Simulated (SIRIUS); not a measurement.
# Sn (I4_1/amd) in SIRIUS: notebook, part 2 of 2

SIRIUS 7.12.0. Earlier steps stand in the parts before.

**4. Equation of state, LDA, 27.10 Å³/atom (volume scaled by 0.98)**

The input, sirius.json:

```json
{
  "control": {
    "processing_unit": "cpu",
    "std_evp_solver_name": "lapack",
    "gen_evp_solver_name": "lapack",
    "verbosity": 2,
    "print_forces": false,
    "ortho_rf": true,
    "use_second_variation": true,
    "rmt_max": 3.0,
    "num_bands_to_print": 24,
    "save_wf": true
  },
  "parameters": {
    "electronic_structure_method": "full_potential_lapwlo",
    "xc_functionals": ["XC_LDA_X", "XC_LDA_C_PW"],
    "core_relativity": "dirac",
    "valence_relativity": "iora",
    "num_fv_states": 29,
    "smearing": "fermi_dirac",
    "smearing_width": 0.0018374661,
    "pw_cutoff": 20,
    "gk_cutoff": 3.31,
    "lmax_apw": 10,
    "lmax_rho": 8,
    "lmax_pot": 8,
    "num_mag_dims": 0,
    "auto_rmt": 0,
    "ngridk": [9, 9, 9],
    "shiftk": [0, 0, 0],
    "num_dft_iter": 80,
    "energy_tol": 1e-07,
    "density_tol": 1e-05,
    "use_symmetry": true
  },
  "settings": {"tol_ne": 1e-10},
  "iterative_solver": {"type": "exact"},
  "mixer": {"type": "anderson", "beta": 0.5, "max_history": 8},
  "unit_cell": {
    "lattice_vectors": [
      [-5.5187701101, 5.5187701101, 3.0019586301],
      [5.5187701101, -5.5187701101, 3.0019586301],
      [5.5187701101, 5.5187701101, -3.0019586301]
    ],
    "atom_types": ["Sn"],
    "atom_files": {"Sn": "Sn.json"},
    "atoms": {"Sn": [[0.0, 0.0, 0.0], [0.75, 0.25, 0.5]]}
  }
}
```

The input, Sn.json:

```json
{
  "name": "tin",
  "symbol": "Sn",
  "number": 50,
  "mass": 118.71,
  "rmin": 1e-06,
  "rmt": 2.54,
  "nrmt": 800,
  "rinf": 17.22,
  "core": "1s2s2p3s3p3d",
  "valence": [
    {"basis": [{"enu": 0.04, "dme": 0, "n": 0, "auto": 0}, {"enu": 0.04, "dme": 1, "n": 0, "auto": 0}]},
    {"l": 0, "n": 1, "basis": [{"enu": 0.063, "dme": 0, "n": 0, "auto": 0}]},
    {"l": 1, "n": 2, "basis": [{"enu": 0.14, "dme": 0, "n": 0, "auto": 0}]},
    {"l": 2, "n": 3, "basis": [{"enu": 0.14, "dme": 0, "n": 0, "auto": 0}]},
    {"l": 3, "n": 4, "basis": [{"enu": 0.14, "dme": 0, "n": 0, "auto": 0}]}
  ],
  "lo": [
    {"l": 0, "basis": [{"enu": 0.063, "dme": 0, "n": 0, "auto": 0}, {"enu": 0.063, "dme": 1, "n": 0, "auto": 0}]},
    {
      "l": 0,
      "basis": [{"enu": -4.6145, "dme": 0, "n": 4, "auto": 1}, {"enu": -4.6145, "dme": 1, "n": 4, "auto": 1}]
    },
    {
      "l": 0,
      "basis": [{"enu": -4.6145, "dme": 1, "n": 4, "auto": 1}, {"enu": 0.063, "dme": 0, "n": 0, "auto": 0}]
    },
    {"l": 0, "basis": [{"enu": 0.063, "dme": 0, "n": 0, "auto": 0}, {"enu": 2.543, "dme": 0, "n": 0, "auto": 0}]},
    {"l": 1, "basis": [{"enu": 0.14, "dme": 0, "n": 0, "auto": 0}, {"enu": 0.14, "dme": 1, "n": 0, "auto": 0}]},
    {
      "l": 1,
      "basis": [{"enu": -3.0043, "dme": 0, "n": 4, "auto": 1}, {"enu": -3.0043, "dme": 1, "n": 4, "auto": 1}]
    },
    {
      "l": 1,
      "basis": [{"enu": -3.0043, "dme": 1, "n": 4, "auto": 1}, {"enu": 0.14, "dme": 0, "n": 0, "auto": 0}]
    },
    {"l": 1, "basis": [{"enu": 0.14, "dme": 0, "n": 0, "auto": 0}, {"enu": 2.992, "dme": 0, "n": 0, "auto": 0}]},
    {"l": 2, "basis": [{"enu": 0.14, "dme": 0, "n": 0, "auto": 0}, {"enu": 0.14, "dme": 1, "n": 0, "auto": 0}]},
    {
      "l": 2,
      "basis": [{"enu": -0.6716, "dme": 0, "n": 4, "auto": 1}, {"enu": -0.6716, "dme": 1, "n": 4, "auto": 1}]
    },
    {
      "l": 2,
      "basis": [{"enu": -0.6716, "dme": 1, "n": 4, "auto": 1}, {"enu": 0.14, "dme": 0, "n": 0, "auto": 0}]
    },
    {"l": 2, "basis": [{"enu": 0.14, "dme": 0, "n": 0, "auto": 0}, {"enu": 3.364, "dme": 0, "n": 0, "auto": 0}]},
    {"l": 3, "basis": [{"enu": 0.14, "dme": 0, "n": 0, "auto": 0}, {"enu": 0.14, "dme": 1, "n": 0, "auto": 0}]},
    {"l": 3, "basis": [{"enu": 0.14, "dme": 0, "n": 0, "auto": 0}, {"enu": 2.837, "dme": 0, "n": 0, "auto": 0}]}
  ],
  "free_atom": [... radial grid and density of the free atom, the start of the SCF ...]
}
```

The input, sirius_start.json:

```json
{
  "control": {
    "processing_unit": "cpu",
    "std_evp_solver_name": "lapack",
    "gen_evp_solver_name": "lapack",
    "verbosity": 1,
    "print_forces": false,
    "ortho_rf": true,
    "use_second_variation": true,
    "rmt_max": 3.0,
    "num_bands_to_print": 24,
    "save_wf": false
  },
  "parameters": {
    "electronic_structure_method": "full_potential_lapwlo",
    "xc_functionals": ["XC_LDA_X", "XC_LDA_C_PW"],
    "core_relativity": "dirac",
    "valence_relativity": "iora",
    "num_fv_states": 29,
    "smearing": "fermi_dirac",
    "smearing_width": 0.0055123983,
    "pw_cutoff": 20,
    "gk_cutoff": 2.65,
    "lmax_apw": 10,
    "lmax_rho": 8,
    "lmax_pot": 8,
    "num_mag_dims": 0,
    "auto_rmt": 0,
    "ngridk": [4, 4, 4],
    "shiftk": [0, 0, 0],
    "num_dft_iter": 30,
    "energy_tol": 0.01,
    "density_tol": 0.05,
    "use_symmetry": true
  },
  "settings": {"tol_ne": 1e-10},
  "iterative_solver": {"type": "exact"},
  "mixer": {"type": "anderson", "beta": 0.5, "max_history": 8},
  "unit_cell": {
    "lattice_vectors": [
      [-5.5187701101, 5.5187701101, 3.0019586301],
      [5.5187701101, -5.5187701101, 3.0019586301],
      [5.5187701101, 5.5187701101, -3.0019586301]
    ],
    "atom_types": ["Sn"],
    "atom_files": {"Sn": "Sn.json"},
    "atoms": {"Sn": [[0.0, 0.0, 0.0], [0.75, 0.25, 0.5]]}
  }
}
```

The run is started by

```sh
$ OMP_NUM_THREADS=1 sirius.scf --input=sirius_start.json --output=start.json
$ OMP_NUM_THREADS=1 sirius.scf --input=sirius.json --output=output.json --task=1
```

Wall time 68 s (1 thread of Arm Neoverse V1, shared host); peak memory 0.57 GiB.

Results (log left out):

```
Free energy                                       : -335993.6922 eV
Band gap on the k mesh                            : none (metal or under the smearing width)
All electrons inside the program's atomic spheres : Sn 48.00 (radii Sn 2.54 bohr)
```

**5. Equation of state, LDA, 27.65 Å³/atom**

Edit sirius.json of step 4 so:

```diff
@@ -40,5 +40,5 @@
     "lattice_vectors": [
-      [-5.5187701101, 5.5187701101, 3.0019586301],
-      [5.5187701101, -5.5187701101, 3.0019586301],
-      [5.5187701101, 5.5187701101, -3.0019586301]
+      [-5.5560602284, 5.5560602284, 3.0222427496],
+      [5.5560602284, -5.5560602284, 3.0222427496],
+      [5.5560602284, 5.5560602284, -3.0222427496]
     ],
```

The input, Sn.json:

```json
{
  "name": "tin",
  "symbol": "Sn",
  "number": 50,
  "mass": 118.71,
  "rmin": 1e-06,
  "rmt": 2.54,
  "nrmt": 800,
  "rinf": 17.22,
  "core": "1s2s2p3s3p3d",
  "valence": [
    {"basis": [{"enu": 0.03, "dme": 0, "n": 0, "auto": 0}, {"enu": 0.03, "dme": 1, "n": 0, "auto": 0}]},
    {"l": 0, "n": 1, "basis": [{"enu": 0.053, "dme": 0, "n": 0, "auto": 0}]},
    {"l": 1, "n": 2, "basis": [{"enu": 0.13, "dme": 0, "n": 0, "auto": 0}]},
    {"l": 2, "n": 3, "basis": [{"enu": 0.13, "dme": 0, "n": 0, "auto": 0}]},
    {"l": 3, "n": 4, "basis": [{"enu": 0.13, "dme": 0, "n": 0, "auto": 0}]}
  ],
  "lo": [
    {"l": 0, "basis": [{"enu": 0.053, "dme": 0, "n": 0, "auto": 0}, {"enu": 0.053, "dme": 1, "n": 0, "auto": 0}]},
    {
      "l": 0,
      "basis": [{"enu": -4.6245, "dme": 0, "n": 4, "auto": 1}, {"enu": -4.6245, "dme": 1, "n": 4, "auto": 1}]
    },
    {
      "l": 0,
      "basis": [{"enu": -4.6245, "dme": 1, "n": 4, "auto": 1}, {"enu": 0.053, "dme": 0, "n": 0, "auto": 0}]
    },
    {"l": 0, "basis": [{"enu": 0.053, "dme": 0, "n": 0, "auto": 0}, {"enu": 2.533, "dme": 0, "n": 0, "auto": 0}]},
    {"l": 1, "basis": [{"enu": 0.13, "dme": 0, "n": 0, "auto": 0}, {"enu": 0.13, "dme": 1, "n": 0, "auto": 0}]},
    {
      "l": 1,
      "basis": [{"enu": -3.0143, "dme": 0, "n": 4, "auto": 1}, {"enu": -3.0143, "dme": 1, "n": 4, "auto": 1}]
    },
    {
      "l": 1,
      "basis": [{"enu": -3.0143, "dme": 1, "n": 4, "auto": 1}, {"enu": 0.13, "dme": 0, "n": 0, "auto": 0}]
    },
    {"l": 1, "basis": [{"enu": 0.13, "dme": 0, "n": 0, "auto": 0}, {"enu": 2.982, "dme": 0, "n": 0, "auto": 0}]},
    {"l": 2, "basis": [{"enu": 0.13, "dme": 0, "n": 0, "auto": 0}, {"enu": 0.13, "dme": 1, "n": 0, "auto": 0}]},
    {
      "l": 2,
      "basis": [{"enu": -0.6816, "dme": 0, "n": 4, "auto": 1}, {"enu": -0.6816, "dme": 1, "n": 4, "auto": 1}]
    },
    {
      "l": 2,
      "basis": [{"enu": -0.6816, "dme": 1, "n": 4, "auto": 1}, {"enu": 0.13, "dme": 0, "n": 0, "auto": 0}]
    },
    {"l": 2, "basis": [{"enu": 0.13, "dme": 0, "n": 0, "auto": 0}, {"enu": 3.354, "dme": 0, "n": 0, "auto": 0}]},
    {"l": 3, "basis": [{"enu": 0.13, "dme": 0, "n": 0, "auto": 0}, {"enu": 0.13, "dme": 1, "n": 0, "auto": 0}]},
    {"l": 3, "basis": [{"enu": 0.13, "dme": 0, "n": 0, "auto": 0}, {"enu": 2.827, "dme": 0, "n": 0, "auto": 0}]}
  ],
  "free_atom": [... radial grid and density of the free atom, the start of the SCF ...]
}
```

Edit sirius_start.json of step 4 so:

```diff
@@ -40,5 +40,5 @@
     "lattice_vectors": [
-      [-5.5187701101, 5.5187701101, 3.0019586301],
-      [5.5187701101, -5.5187701101, 3.0019586301],
-      [5.5187701101, 5.5187701101, -3.0019586301]
+      [-5.5560602284, 5.5560602284, 3.0222427496],
+      [5.5560602284, -5.5560602284, 3.0222427496],
+      [5.5560602284, 5.5560602284, -3.0222427496]
     ],
```

The run is started by

```sh
$ OMP_NUM_THREADS=1 sirius.scf --input=sirius_start.json --output=start.json
$ OMP_NUM_THREADS=1 sirius.scf --input=sirius.json --output=output.json --task=1
```

It took 69 s on 1 thread of Arm Neoverse V1, shared host; peak memory 0.58 GiB.

It converged, with:

```
Free energy                                       : -335993.6749 eV
Band gap on the k mesh                            : none (metal or under the smearing width)
All electrons inside the program's atomic spheres : Sn 47.98 (radii Sn 2.54 bohr)
```

**6. Equation of state, LDA, 28.20 Å³/atom (volume scaled by 1.02)**

Edit sirius.json of step 5 so:

```diff
@@ -40,5 +40,5 @@
     "lattice_vectors": [
-      [-5.5560602284, 5.5560602284, 3.0222427496],
-      [5.5560602284, -5.5560602284, 3.0222427496],
-      [5.5560602284, 5.5560602284, -3.0222427496]
+      [-5.5928564016, 5.5928564016, 3.0422581856],
+      [5.5928564016, -5.5928564016, 3.0422581856],
+      [5.5928564016, 5.5928564016, -3.0422581856]
     ],
```

The input, Sn.json:

```json
{
  "name": "tin",
  "symbol": "Sn",
  "number": 50,
  "mass": 118.71,
  "rmin": 1e-06,
  "rmt": 2.54,
  "nrmt": 800,
  "rinf": 17.22,
  "core": "1s2s2p3s3p3d",
  "valence": [
    {"basis": [{"enu": 0.02, "dme": 0, "n": 0, "auto": 0}, {"enu": 0.02, "dme": 1, "n": 0, "auto": 0}]},
    {"l": 0, "n": 1, "basis": [{"enu": 0.043, "dme": 0, "n": 0, "auto": 0}]},
    {"l": 1, "n": 2, "basis": [{"enu": 0.12, "dme": 0, "n": 0, "auto": 0}]},
    {"l": 2, "n": 3, "basis": [{"enu": 0.12, "dme": 0, "n": 0, "auto": 0}]},
    {"l": 3, "n": 4, "basis": [{"enu": 0.12, "dme": 0, "n": 0, "auto": 0}]}
  ],
  "lo": [
    {"l": 0, "basis": [{"enu": 0.043, "dme": 0, "n": 0, "auto": 0}, {"enu": 0.043, "dme": 1, "n": 0, "auto": 0}]},
    {
      "l": 0,
      "basis": [{"enu": -4.6345, "dme": 0, "n": 4, "auto": 1}, {"enu": -4.6345, "dme": 1, "n": 4, "auto": 1}]
    },
    {
      "l": 0,
      "basis": [{"enu": -4.6345, "dme": 1, "n": 4, "auto": 1}, {"enu": 0.043, "dme": 0, "n": 0, "auto": 0}]
    },
    {"l": 0, "basis": [{"enu": 0.043, "dme": 0, "n": 0, "auto": 0}, {"enu": 2.523, "dme": 0, "n": 0, "auto": 0}]},
    {"l": 1, "basis": [{"enu": 0.12, "dme": 0, "n": 0, "auto": 0}, {"enu": 0.12, "dme": 1, "n": 0, "auto": 0}]},
    {
      "l": 1,
      "basis": [{"enu": -3.0243, "dme": 0, "n": 4, "auto": 1}, {"enu": -3.0243, "dme": 1, "n": 4, "auto": 1}]
    },
    {
      "l": 1,
      "basis": [{"enu": -3.0243, "dme": 1, "n": 4, "auto": 1}, {"enu": 0.12, "dme": 0, "n": 0, "auto": 0}]
    },
    {"l": 1, "basis": [{"enu": 0.12, "dme": 0, "n": 0, "auto": 0}, {"enu": 2.972, "dme": 0, "n": 0, "auto": 0}]},
    {"l": 2, "basis": [{"enu": 0.12, "dme": 0, "n": 0, "auto": 0}, {"enu": 0.12, "dme": 1, "n": 0, "auto": 0}]},
    {
      "l": 2,
      "basis": [{"enu": -0.6916, "dme": 0, "n": 4, "auto": 1}, {"enu": -0.6916, "dme": 1, "n": 4, "auto": 1}]
    },
    {
      "l": 2,
      "basis": [{"enu": -0.6916, "dme": 1, "n": 4, "auto": 1}, {"enu": 0.12, "dme": 0, "n": 0, "auto": 0}]
    },
    {"l": 2, "basis": [{"enu": 0.12, "dme": 0, "n": 0, "auto": 0}, {"enu": 3.344, "dme": 0, "n": 0, "auto": 0}]},
    {"l": 3, "basis": [{"enu": 0.12, "dme": 0, "n": 0, "auto": 0}, {"enu": 0.12, "dme": 1, "n": 0, "auto": 0}]},
    {"l": 3, "basis": [{"enu": 0.12, "dme": 0, "n": 0, "auto": 0}, {"enu": 2.817, "dme": 0, "n": 0, "auto": 0}]}
  ],
  "free_atom": [... radial grid and density of the free atom, the start of the SCF ...]
}
```

Edit sirius_start.json of step 5 so:

```diff
@@ -40,5 +40,5 @@
     "lattice_vectors": [
-      [-5.5560602284, 5.5560602284, 3.0222427496],
-      [5.5560602284, -5.5560602284, 3.0222427496],
-      [5.5560602284, 5.5560602284, -3.0222427496]
+      [-5.5928564016, 5.5928564016, 3.0422581856],
+      [5.5928564016, -5.5928564016, 3.0422581856],
+      [5.5928564016, 5.5928564016, -3.0422581856]
     ],
```

Potentials or basis: all-electron FP-LAPW, apw+lo standard.

The run is started by

```sh
$ OMP_NUM_THREADS=1 sirius.scf --input=sirius_start.json --output=start.json
$ OMP_NUM_THREADS=1 sirius.scf --input=sirius.json --output=output.json --task=1
```

Run time: 71 s. Hardware: 1 thread of Arm Neoverse V1, shared host; peak memory 0.59 GiB.

Results (log left out):

| Quantity | Value |
| --- | --- |
| Free energy | -335993.6518 eV |
| Band gap on the k mesh | none (metal or under the smearing width) |
| All electrons inside the program's atomic spheres | Sn 47.97 (radii Sn 2.54 bohr) |

**7. Equation of state, LDA, 28.76 Å³/atom (volume scaled by 1.04)**

Edit sirius.json of step 6 so:

```diff
@@ -40,5 +40,5 @@
     "lattice_vectors": [
-      [-5.5928564016, 5.5928564016, 3.0422581856],
-      [5.5928564016, -5.5928564016, 3.0422581856],
-      [5.5928564016, 5.5928564016, -3.0422581856]
+      [-5.6291746686, 5.6291746686, 3.0620136624],
+      [5.6291746686, -5.6291746686, 3.0620136624],
+      [5.6291746686, 5.6291746686, -3.0620136624]
     ],
```

Sn.json is that of step 6.

Edit sirius_start.json of step 6 so:

```diff
@@ -40,5 +40,5 @@
     "lattice_vectors": [
-      [-5.5928564016, 5.5928564016, 3.0422581856],
-      [5.5928564016, -5.5928564016, 3.0422581856],
-      [5.5928564016, 5.5928564016, -3.0422581856]
+      [-5.6291746686, 5.6291746686, 3.0620136624],
+      [5.6291746686, -5.6291746686, 3.0620136624],
+      [5.6291746686, 5.6291746686, -3.0620136624]
     ],
```

The run is started by

```sh
$ OMP_NUM_THREADS=1 sirius.scf --input=sirius_start.json --output=start.json
$ OMP_NUM_THREADS=1 sirius.scf --input=sirius.json --output=output.json --task=1
```

It took 72 s on 1 thread of Arm Neoverse V1, shared host; peak memory 0.59 GiB.

Results (log left out):

```
Free energy                                       : -335993.6233 eV
Band gap on the k mesh                            : none (metal or under the smearing width)
All electrons inside the program's atomic spheres : Sn 47.96 (radii Sn 2.54 bohr)
```

**8. Equation of state, LDA, 29.31 Å³/atom (volume scaled by 1.06)**

Edit sirius.json of step 7 so:

```diff
@@ -40,5 +40,5 @@
     "lattice_vectors": [
-      [-5.6291746686, 5.6291746686, 3.0620136624],
-      [5.6291746686, -5.6291746686, 3.0620136624],
-      [5.6291746686, 5.6291746686, -3.0620136624]
+      [-5.665030251, 5.665030251, 3.0815174599],
+      [5.665030251, -5.665030251, 3.0815174599],
+      [5.665030251, 5.665030251, -3.0815174599]
     ],
```

The input, Sn.json:

```json
{
  "name": "tin",
  "symbol": "Sn",
  "number": 50,
  "mass": 118.71,
  "rmin": 1e-06,
  "rmt": 2.54,
  "nrmt": 800,
  "rinf": 17.22,
  "core": "1s2s2p3s3p3d",
  "valence": [
    {"basis": [{"enu": 0.01, "dme": 0, "n": 0, "auto": 0}, {"enu": 0.01, "dme": 1, "n": 0, "auto": 0}]},
    {"l": 0, "n": 1, "basis": [{"enu": 0.033, "dme": 0, "n": 0, "auto": 0}]},
    {"l": 1, "n": 2, "basis": [{"enu": 0.11, "dme": 0, "n": 0, "auto": 0}]},
    {"l": 2, "n": 3, "basis": [{"enu": 0.11, "dme": 0, "n": 0, "auto": 0}]},
    {"l": 3, "n": 4, "basis": [{"enu": 0.11, "dme": 0, "n": 0, "auto": 0}]}
  ],
  "lo": [
    {"l": 0, "basis": [{"enu": 0.033, "dme": 0, "n": 0, "auto": 0}, {"enu": 0.033, "dme": 1, "n": 0, "auto": 0}]},
    {
      "l": 0,
      "basis": [{"enu": -4.6445, "dme": 0, "n": 4, "auto": 1}, {"enu": -4.6445, "dme": 1, "n": 4, "auto": 1}]
    },
    {
      "l": 0,
      "basis": [{"enu": -4.6445, "dme": 1, "n": 4, "auto": 1}, {"enu": 0.033, "dme": 0, "n": 0, "auto": 0}]
    },
    {"l": 0, "basis": [{"enu": 0.033, "dme": 0, "n": 0, "auto": 0}, {"enu": 2.513, "dme": 0, "n": 0, "auto": 0}]},
    {"l": 1, "basis": [{"enu": 0.11, "dme": 0, "n": 0, "auto": 0}, {"enu": 0.11, "dme": 1, "n": 0, "auto": 0}]},
    {
      "l": 1,
      "basis": [{"enu": -3.0343, "dme": 0, "n": 4, "auto": 1}, {"enu": -3.0343, "dme": 1, "n": 4, "auto": 1}]
    },
    {
      "l": 1,
      "basis": [{"enu": -3.0343, "dme": 1, "n": 4, "auto": 1}, {"enu": 0.11, "dme": 0, "n": 0, "auto": 0}]
    },
    {"l": 1, "basis": [{"enu": 0.11, "dme": 0, "n": 0, "auto": 0}, {"enu": 2.962, "dme": 0, "n": 0, "auto": 0}]},
    {"l": 2, "basis": [{"enu": 0.11, "dme": 0, "n": 0, "auto": 0}, {"enu": 0.11, "dme": 1, "n": 0, "auto": 0}]},
    {
      "l": 2,
      "basis": [{"enu": -0.7016, "dme": 0, "n": 4, "auto": 1}, {"enu": -0.7016, "dme": 1, "n": 4, "auto": 1}]
    },
    {
      "l": 2,
      "basis": [{"enu": -0.7016, "dme": 1, "n": 4, "auto": 1}, {"enu": 0.11, "dme": 0, "n": 0, "auto": 0}]
    },
    {"l": 2, "basis": [{"enu": 0.11, "dme": 0, "n": 0, "auto": 0}, {"enu": 3.334, "dme": 0, "n": 0, "auto": 0}]},
    {"l": 3, "basis": [{"enu": 0.11, "dme": 0, "n": 0, "auto": 0}, {"enu": 0.11, "dme": 1, "n": 0, "auto": 0}]},
    {"l": 3, "basis": [{"enu": 0.11, "dme": 0, "n": 0, "auto": 0}, {"enu": 2.807, "dme": 0, "n": 0, "auto": 0}]}
  ],
  "free_atom": [... radial grid and density of the free atom, the start of the SCF ...]
}
```

Edit sirius_start.json of step 7 so:

```diff
@@ -40,5 +40,5 @@
     "lattice_vectors": [
-      [-5.6291746686, 5.6291746686, 3.0620136624],
-      [5.6291746686, -5.6291746686, 3.0620136624],
-      [5.6291746686, 5.6291746686, -3.0620136624]
+      [-5.665030251, 5.665030251, 3.0815174599],
+      [5.665030251, -5.665030251, 3.0815174599],
+      [5.665030251, 5.665030251, -3.0815174599]
     ],
```

The run is started by

```sh
$ OMP_NUM_THREADS=1 sirius.scf --input=sirius_start.json --output=start.json
$ OMP_NUM_THREADS=1 sirius.scf --input=sirius.json --output=output.json --task=1
```

It took 75 s on 1 thread of Arm Neoverse V1, shared host; peak memory 0.6 GiB.

The run converged. Its results:

```yaml
Free_energy: -335993.5889 eV
Band_gap_on_the_k_mesh: none (metal or under the smearing width)
All_electrons_inside_the_program's_atomic_spheres: Sn 47.94 (radii Sn 2.54 bohr)
```

**9. Equation of state, LDA**

Potentials or basis: all-electron FP-LAPW, apw+lo standard.

No new run: the results of the series are fitted here.

Results:

| Item | Value |
| --- | --- |
| Equilibrium volume | 26.18 Å³/atom |
| Bulk modulus at fixed shape and positions | 62 GPa |
| Pressure derivative of the bulk modulus | 5.3 (rough: it moves with the points fitted) |

Energy against volume, from the lowest point:
```
volume (Å³/atom)  energy (meV/atom)
          25.991               0.00
          26.544               0.51
          27.097               5.52
          27.650              14.19
          28.203              25.75
          28.756              40.00
          29.309              57.17
```

Caveat: the cell was scaled at fixed shape and fractional positions, which overstates the stiffness of a crystal with free parameters, most of all of layers and chains.
